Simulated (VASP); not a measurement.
# La (P6_3/mmc) in VASP: notebook

The runs below take La through single point, with LDA.

Everything below comes from runs of VASP 6.6.1. Logs are shortened: lines on timing, memory, paths and dates and some standing lists are left out, and cuts for length are marked.

## 1. Starting point

It takes space group P6_3/mmc (No. 194, hexagonal). Conventional cell: a = 3.750 Å, b = 3.750 Å, c = 6.070 Å, α = 90.00°, β = 90.00°, γ = 120.00°. Around La (site symmetry -6m2) lie 12 La at 3.73 to 3.75 Å.

This isn't the form of La at room conditions, which is double hcp.

## 2. Single point, LDA

INCAR reads:

```
SYSTEM = La
PREC = Accurate ; ENCUT = 400
EDIFF = 1E-6 ; ISMEAR = -1
SIGMA = 0.2 ; LREAL = .FALSE.
LASPH = .TRUE. ; NELM = 100
ALGO = Normal ; ISIF = 2
LWAVE = .FALSE. ; LCHARG = .FALSE.
GGA = CA ; ADDGRID = .FALSE.
```

KPOINTS reads:

```
Automatic mesh
0
G
  17 17 10
  0 0 0
```

POSCAR reads:

```
La
1.0
    3.7500000000      0.0000000000      0.0000000000
   -1.8750000000      3.2475952642      0.0000000000
    0.0000000000      0.0000000000      6.0700000000
La
2
Direct
    0.6666666667      0.3333333333      0.7500000000
    0.3333333333      0.6666666667      0.2500000000
```

Potentials or basis: VASP PAW LDA potentials, release 64 (La).

Launch:

```
cat potpaw_LDA.64/La/POTCAR > POTCAR
mpirun -np 1 vasp_std > vasp.out
```

OUTCAR:

```text
SYSTEM = La
   PREC = Accurate
   ENCUT = 400
   EDIFF = 1E-6
   ISMEAR = -1
   LREAL = .FALSE.
   LASPH = .TRUE.
   NELM = 100
   ISIF = 2
   GGA = CA

 Found    198 irreducible k-points:

 Following reciprocal coordinates:
            Coordinates               Weight
  0.000000  0.000000  0.000000      1.000000
  0.058824  0.000000  0.000000      6.000000
  0.117647 -0.000000  0.000000      6.000000
  0.176471  0.000000  0.000000      6.000000
  0.235294 -0.000000  0.000000      6.000000
  0.294118  0.000000  0.000000      6.000000
   k-points           NKPTS =    198   k-points in BZ     NKDIM =    198   number of bands    NBANDS=     15
   number of dos      NEDOS =    301   number of ions     NIONS =      2
   total plane-waves  NPLWV =  23040
   dimension x,y,z NGX =    24 NGY =   24 NGZ =   40
   dimension x,y,z NGXF=    48 NGYF=   48 NGZF=   80
   ions per type =               2
   NGX,Y,Z   is equivalent  to a cutoff of  10.64, 10.64, 10.96 a.u.
   NGXF,Y,Z  is equivalent  to a cutoff of  21.28, 21.28, 21.91 a.u.
 SYSTEM =  La
   PREC   = accura    normal or accurate (medium, high low for compatibility)
   ISTART =      0    job   : 0-new  1-cont  2-samecut
   ICHARG =      2    charge: 1-file 2-atom 10-const
   ISPIN  =      1    spin polarized calculation?
   LNONCOLLINEAR =      F non collinear calculations
   LSORBIT =      F    spin-orbit coupling
   LASPH  =      T    aspherical Exc in radial PAW
   ENCUT  =  400.0 eV  29.40 Ry    5.42 a.u.   6.12  6.12  9.90*2*pi/ulx,y,z
   NELM   =    100;   NELMIN=  2; NELMDL= -5     # of ELM steps
   EDIFF  = 0.1E-05   stopping-criterion for ELM
   LREAL  =      F    real-space projection
   EDIFFG = 0.1E-04   stopping-criterion for IOM
   NSW    =      0    number of steps for IOM
   IBRION =     -1    ionic relax: 0-MD 1-quasi-New 2-CG
   NFREE  =      0    steps in history (QN), initial steepest desc. (CG)
   ISIF   =      2    stress and relaxation
   ISYM   =      2    0-nonsym 1-usesym 2-fastsym
   POTIM  = 0.5000    time-step for ionic-motion
   TEBEG  =    0.0;   TEEND  =   0.0 temperature during run
   PSTRESS=    0.0 pullay stress
   NELECT =      22.0000    total number of electrons
   NUPDOWN=      -1.0000    fix difference up-down
   EMIN   =  10.00;   EMAX   =-10.00  energy-range for DOS
   EFERMI =   0.00;   METHOD = LEGACY
   ISMEAR =    -1;   SIGMA  =   0.20  broadening in eV -4-tet -1-fermi 0-gaus
   EFERMI_NEDOS =   21; number of points for ismear=-14 and -15
   IALGO  =     38    algorithm
   IMIX   =      4    mixing-type and parameters
     AMIX     =   0.40;   BMIX     =  1.00
     AMIX_MAG =   1.60;   BMIX_MAG =  1.00
  volume/ion in A,a.u.               =      36.96       249.43
  Fermi-wavevector in a.u.,A,eV,Ry     =   1.093004  2.065478 16.254307  1.194658
  Thomas-Fermi vector in A             =   2.229281
   LORBIT       =      0    0 simple, 1 ext, 2 COOP (PROOUT), +10 PAW based schemes
   GGA     = CA    functional components
   LHFCALC =     F    Hartree Fock is set to
   AEXX    =    0.0000 exact exchange contribution
   IVDW    =     0    specifies the selected vdW correction
   LEPSILON=     F    determine dielectric tensor
   LRPA    =     F    only Hartree local field effects (RPA)
 non-spin polarized calculation
  energy-cutoff  :      400.00
  volume of cell :       73.92
 maximum number of plane-waves:      1358
   NGX = 13   NGY = 13   NGZ = 19

 number of electron      22.0000001 magnetization

 Free energy of the ion-electron system (eV)
  ---------------------------------------------------
  ext. energy  EPLUGINS =         0.00000000
  ---------------------------------------------------
  free energy    TOTEN  =       -11.24113640 eV

  energy without entropy =      -10.76463733  energy(sigma->0) =      -11.00288687

 E-fermi :   7.6935     XC(G=0):  -9.7808

 val. band max:        7.6933534913   @ k =   0.1176   0.0588   0.4000
 cond. band min:       7.7040662950   @ k =   0.3529   0.0000   0.4000
 fundamental gap:      0.0107128037
 Fermi energy:         7.6935138109

 k-point     1 :       0.0000    0.0000    0.0000
  band No.  band energies     occupation
      1     -25.0051      2.00000
      2     -24.7949      2.00000
      3      -9.4248      2.00000
      4      -8.1842      2.00000
      5      -8.1842      2.00000
      6      -7.9925      2.00000
      7      -7.9925      2.00000
      8      -7.9686      2.00000
      9       4.5062      2.00000
     10       5.9351      1.99970
     11       8.7310      0.01111
     12       9.0089      0.00278
     13       9.0090      0.00278
     14       9.1264      0.00155
     15       9.2084      0.00103

 k-point     2 :       0.0588    0.0000    0.0000
  band No.  band energies     occupation
      1     -24.9993      2.00000
      2     -24.7921      2.00000
      3      -9.4098      2.00000
      4      -8.2240      2.00000
      5      -8.1967      2.00000
      6      -8.0337      2.00000
      7      -7.9974      2.00000
      8      -7.9747      2.00000
      9       4.6008      2.00000
     10       6.0234      1.99953
     11       8.5201      0.03157
     12       9.0407      0.00237
     13       9.0644      0.00211
     14       9.0651      0.00210
     15       9.1550      0.00134

 k-point     3 :       0.1176   -0.0000    0.0000
  band No.  band energies     occupation
      1     -24.9824      2.00000
      2     -24.7842      2.00000
      3      -9.3656      2.00000
      4      -8.3372      2.00000
      5      -8.2315      2.00000
      6      -8.1488      2.00000
      7      -8.0123      2.00000
      8      -7.9934      2.00000
      9       4.8697      2.00000
     10       6.2635      1.99843
     11       8.1947      0.15090
     12       8.8183      0.00720
     13       8.8656      0.00568
     14       9.0600      0.00215
     15       9.1196      0.00160

 k-point     4 :       0.1765    0.0000    0.0000
  band No.  band energies     occupation
      1     -24.9562      2.00000
      2     -24.7727      2.00000
      3      -9.2948      2.00000
      4      -8.5058      2.00000
      5      -8.3156      2.00000
      6      -8.2822      2.00000
      7      -8.0364      2.00000
      8      -8.0251      2.00000
      9       5.2670      1.99999
     10       6.5590      1.99315
     11       7.9366      0.45742
     12       8.3694      0.06590
     13       8.6838      0.01405
     14       8.9608      0.00354
     15       9.2100      0.00102

 k-point     5 :       0.2353   -0.0000    0.0000
  band No.  band energies     occupation
      1     -24.9233      2.00000
      2     -24.7597      2.00000
      3      -9.2022      2.00000
      4      -8.7043      2.00000
      5      -8.5062      2.00000
      6      -8.3404      2.00000
      7      -8.0705      2.00000
      8      -8.0670      2.00000
      9       5.7140      1.99990
     10       6.6956      1.98648
     11       7.8580      0.61044
     12       7.9260      0.47639
     13       8.6032      0.02094
     14       8.8911      0.00500
     15       9.1471      0.00139

 k-point     6 :       0.2941    0.0000    0.0000
  band No.  band energies     occupation
      1     -24.8875      2.00000
      2     -24.7477      2.00000
      3      -9.0942      2.00000
      4      -8.9043      2.00000
      5      -8.6934      2.00000
      6      -8.3982      2.00000
      7      -8.1291      2.00000
      8      -8.1000      2.00000
      9       6.0931      1.99933
     10       6.5971      1.99172
     11       7.3821      1.65180
     12       8.1466      0.18804
     13       8.7448      0.01038
     14       8.8541      0.00602
     15       9.0769      0.00198

 [... further k-points ...]

------------------------ aborting loop because EDIFF is reached ----------------------------------------

  FORCE on cell =-STRESS in cart. coord.  units (eV):
  Direction    XX          YY          ZZ          XY          YZ          ZX
  --------------------------------------------------------------------------------------
  -------------------------------------------------------------------------------------
  Total       -1.2329160     -1.2329160     -1.1983992      0.0000000      0.0000000      0.0000000
  in kB      -26.7215842    -26.7215842    -25.9734846      0.0000000      0.0000000      0.0000000
  external PRESSURE =     -26.4722176 kB  Pullay stress =       0.0000000 kB

 VOLUME and BASIS-vectors are now :
 -----------------------------------------------------------------------------
  energy-cutoff  :      400.00
  volume of cell :       73.92
      direct lattice vectors                 reciprocal lattice vectors
     3.750000000  0.000000000  0.000000000     0.266666667  0.153960072  0.000000000
    -1.875000000  3.247595264  0.000000000     0.000000000  0.307920144  0.000000000
     0.000000000  0.000000000  6.070000000     0.000000000  0.000000000  0.164744646

 POSITION                                       TOTAL-FORCE (eV/Angst)
 -----------------------------------------------------------------------------------
      1.87500      1.08253      4.55250         0.000000      0.000000      0.000000
     -0.00000      2.16506      1.51750        -0.000000     -0.000000      0.000000
 -----------------------------------------------------------------------------------
    total drift:                                0.000000     -0.000000      0.000000

  FREE ENERGIE OF THE ION-ELECTRON SYSTEM (eV)
  ---------------------------------------------------
  free  energy   TOTEN  =       -11.2411364043 eV

  energy  without entropy=      -10.7646373288  energy(sigma->0) =      -11.00288687
```

Wall time 1.9 min (1 thread of AMD EPYC 9R45 (Zen 5), shared host); peak memory 0.25 GiB.

These settings aren't checked as converged: the numbers below hold their error.

Results:

```
Free energy            : -11.2411 eV
Pressure               : -2.6 GPa
Band gap on the k mesh : none (metal or under the smearing width)
```

## 3. Single point, LDA

INCAR is that of step 2.

KPOINTS is that of step 2.

POSCAR reads:

```
La
1.0
    3.7500000000      0.0000000000      0.0000000000
   -1.8750000000      3.2475952642      0.0000000000
    0.0000000000      0.0000000000      6.0700000000
La
2
Direct
    0.6527560000      0.3219160000      0.7382770000
    0.3157440000      0.6620370000      0.2676620000
```

Potentials or basis: VASP PAW LDA potentials, release 64 (La).

Launch:

```
cat potpaw_LDA.64/La/POTCAR > POTCAR
mpirun -np 1 vasp_std > vasp.out
```

Wall time 12 min (1 thread of AMD EPYC 9R45 (Zen 5), shared host); peak memory 1.1 GiB.

These settings aren't checked as converged: the numbers below hold their error.

Results:

| Item | Value |
| --- | --- |
| Free energy | -11.2190 eV |
| Pressure | -2.5 GPa |
| Largest force | 0.259 eV/Å |
| Band gap on the k mesh | none (metal or under the smearing width) |

(Continued in part 2 of 2.)
